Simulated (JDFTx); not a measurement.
The system is MgS.

```
CELL_PARAMETERS angstrom
0.00000 2.83312 2.83312
2.83312 0.00000 2.83312
2.83312 2.83312 0.00000
ATOMIC_POSITIONS crystal
S 0.25000 0.25000 0.25000
Mg 0.00000 0.00000 0.00000
```

The cell comes from a database or a generator and needn't be the stable form of this composition.

Below is the output of JDFTx 1.7.0 (patched build) for this cell. Logs are shortened: lines on timing, memory, paths and dates and some standing lists are left out, and cuts for length are marked.

```text
*************** JDFTx 1.7.0 (patched build) ***************

Input parsed successfully to the following command list (including defaults):
[... the input with its defaults ...]

---------- Setting up symmetries ----------

Found 48 point-group symmetries of the bravais lattice
Found 24 space-group symmetries with basis
Applied RMS atom displacement 0 bohrs to make symmetries exact.

---------- Initializing the Grid ----------
R =
[            0      5.35382      5.35382  ]
[      5.35382            0      5.35382  ]
[      5.35382      5.35382            0  ]
unit cell volume = 306.917
G =
[  -0.586794   0.586794   0.586794  ]
[   0.586794  -0.586794   0.586794  ]
[   0.586794   0.586794  -0.586794  ]
Minimum fftbox size, Smin = [  64  64  64  ]
Chosen fftbox size, S = [  64  64  64  ]

---------- Initializing tighter grid for wavefunction operations ----------
R =
[            0      5.35382      5.35382  ]
[      5.35382            0      5.35382  ]
[      5.35382      5.35382            0  ]
unit cell volume = 306.917
G =
[  -0.586794   0.586794   0.586794  ]
[   0.586794  -0.586794   0.586794  ]
[   0.586794   0.586794  -0.586794  ]
Minimum fftbox size, Smin = [  48  48  48  ]
Chosen fftbox size, S = [  48  48  48  ]

---------- Exchange Correlation functional ----------
Initalized PBEsol GGA exchange.
Initalized PBEsol GGA correlation.

---------- Setting up pseudopotentials ----------
Width of ionic core gaussian charges (only for fluid interactions / plotting) set to 0

Reading pseudopotential file 'pseudo/S.upf':
  'S' pseudopotential, 'PBESOL' functional
  Generated using ONCVPSP code by D. R. Hamann
  6 valence electrons, 2 orbitals, 6 projectors, 1001 radial grid points, with lMax = 2
    3S    l: 0   occupation:  2.0   eigenvalue: -0.631879
    3P    l: 1   occupation:  4.0   eigenvalue: -0.256451
  Core radius for overlap checks: 1.58 bohrs.

Reading pseudopotential file 'pseudo/Mg.upf':
  'Mg' pseudopotential, 'PBESOL' functional
[... 45 lines left out ...]
	FillingsUpdate:  mu: +0.190350598  nElectrons: 16.000000
SCF: Cycle:  0   F: -69.648648597155756   dF: -5.037e-02   |Residual|: 1.041e-01   |deigs|: 1.262e-01
	FillingsUpdate:  mu: +0.180508901  nElectrons: 16.000000
SCF: Cycle:  1   F: -69.662947920151595   dF: -1.430e-02   |Residual|: 3.394e-02   |deigs|: 1.968e-02
	FillingsUpdate:  mu: +0.178964109  nElectrons: 16.000000
SCF: Cycle:  2   F: -69.664258286926469   dF: -1.310e-03   |Residual|: 9.376e-03   |deigs|: 8.589e-03
	FillingsUpdate:  mu: +0.179729481  nElectrons: 16.000000
SCF: Cycle:  3   F: -69.664284519944005   dF: -2.623e-05   |Residual|: 1.664e-03   |deigs|: 2.689e-03
	FillingsUpdate:  mu: +0.179901616  nElectrons: 16.000000
SCF: Cycle:  4   F: -69.664286906507044   dF: -2.387e-06   |Residual|: 8.517e-04   |deigs|: 9.927e-04
	FillingsUpdate:  mu: +0.180112215  nElectrons: 16.000000
SCF: Cycle:  5   F: -69.664287439252846   dF: -5.327e-07   |Residual|: 1.305e-04   |deigs|: 5.435e-04
	FillingsUpdate:  mu: +0.180139005  nElectrons: 16.000000
SCF: Cycle:  6   F: -69.664287562404411   dF: -1.232e-07   |Residual|: 5.608e-05   |deigs|: 4.265e-04
	FillingsUpdate:  mu: +0.180147857  nElectrons: 16.000000
SCF: Cycle:  7   F: -69.664287611854846   dF: -4.945e-08   |Residual|: 1.521e-05   |deigs|: 3.592e-04
	FillingsUpdate:  mu: +0.180150466  nElectrons: 16.000000
SCF: Cycle:  8   F: -69.664287623699735   dF: -1.184e-08   |Residual|: 4.714e-06   |deigs|: 2.977e-04
	FillingsUpdate:  mu: +0.180150712  nElectrons: 16.000000
SCF: Cycle:  9   F: -69.664287630222574   dF: -6.523e-09   |Residual|: 3.456e-06   |deigs|: 5.228e-04
	FillingsUpdate:  mu: +0.180150718  nElectrons: 16.000000
SCF: Cycle: 10   F: -69.664287631230806   dF: -1.008e-09   |Residual|: 4.569e-06   |deigs|: 2.054e-04
	FillingsUpdate:  mu: +0.180151142  nElectrons: 16.000000
SCF: Cycle: 11   F: -69.664287631803987   dF: -5.732e-10   |Residual|: 5.474e-06   |deigs|: 5.127e-04
	FillingsUpdate:  mu: +0.180151041  nElectrons: 16.000000
SCF: Cycle: 12   F: -69.664287631891995   dF: -8.801e-11   |Residual|: 5.327e-06   |deigs|: 2.921e-04
SCF: Converged (|Delta E|<1.000000e-09 for 2 iters).

Setting wave functions to eigenvectors of Hamiltonian
Converging empty states (this may take a while): |deigs|: 6.792e-04

# Stress tensor in Cartesian coordinates [Eh/a0^3]:
[     1.44e-05            0            0  ]
[            0     1.44e-05            0  ]
[            0            0     1.44e-05  ]

# Ionic positions in lattice coordinates:
ion S   0.250000000000000   0.250000000000000   0.250000000000000 1
ion Mg   0.000000000000000   0.000000000000000   0.000000000000000 1

# Forces in Cartesian coordinates:
force S  -0.000000000000000   0.000000000000000  -0.000000000000000 1
force Mg   0.000000000000000   0.000000000000000  -0.000000000000000 1

# Energy components:
   Eewald =      -33.6102739974483740
       EH =       25.4747151518650377
     Eloc =      -72.5057471238819886
      Enl =      -16.5994709469375330
      Exc =      -10.9788111980693426
 Exc_core =        0.7613771427441400
       KE =       37.7939233398360628
-------------------------------------
     Etot =      -69.6642876318919946
       TS =        0.0000000000000001
-------------------------------------
        F =      -69.6642876318919946

IonicMinimize: Iter:   0  F: -69.664287631891995  |grad|_K:  1.025e-35
IonicMinimize: Converged (|grad|_K<1.000000e-04).

#--- Lowdin population analysis ---
# oxidation-state S -1.258
# oxidation-state Mg +1.396

Dumping 'run.eigStats' ...
	eMin: -2.589188 at state 0 ( [ +0.000000 +0.000000 +0.000000 ] spin 0 )
	HOMO: +0.111443 at state 0 ( [ +0.000000 +0.000000 +0.000000 ] spin 0 )
	mu  : +0.180152
	LUMO: +0.231841 at state 0 ( [ +0.000000 +0.000000 +0.000000 ] spin 0 )
	eMax: +0.614898 at state 20 ( [ +0.000000 +0.500000 +0.500000 ] spin 0 )
	HOMO-LUMO gap: +0.120398
	Optical gap  : +0.120398 at state 0 ( [ +0.000000 +0.000000 +0.000000 ] spin 0 )
Done!
[note: mu as printed may lie anywhere between the filled and the empty levels]
```

Problem. Write the input and the command behind it.

Solution. Single point with PBEsol, no spin polarisation. The files as run (others can give the same):

MgS.in
```
lattice \
    0.0000000000     5.3538209666     5.3538209666 \
    5.3538209666     0.0000000000     5.3538209666 \
    5.3538209666     5.3538209666     0.0000000000
coords-type Lattice
ion S      0.2500000000     0.2500000000     0.2500000000 1
ion Mg     0.0000000000     0.0000000000     0.0000000000 1

ion-species pseudo/S.upf
ion-species pseudo/Mg.upf
elec-cutoff 42 336
elec-ex-corr gga-PBEsol
kpoint-folding 8 8 8
elec-smearing Fermi 0.0018374661
elec-n-bands 14
electronic-SCF nIterations 100 energyDiffThreshold 1e-09
electronic-minimize nIterations 30 energyDiffThreshold 1e-7
converge-empty-states yes
forces-output-coords Cartesian

dump-name run.$VAR
dump End Ecomponents EigStats BandEigs Kpoints Forces Stress
```

Potentials or basis: PseudoDojo-SR-PBEsol-0.4.1-standard with smoothed tails.
Run with:
```bash
$ jdftx -c 1 -i MgS.in -o MgS.out
```
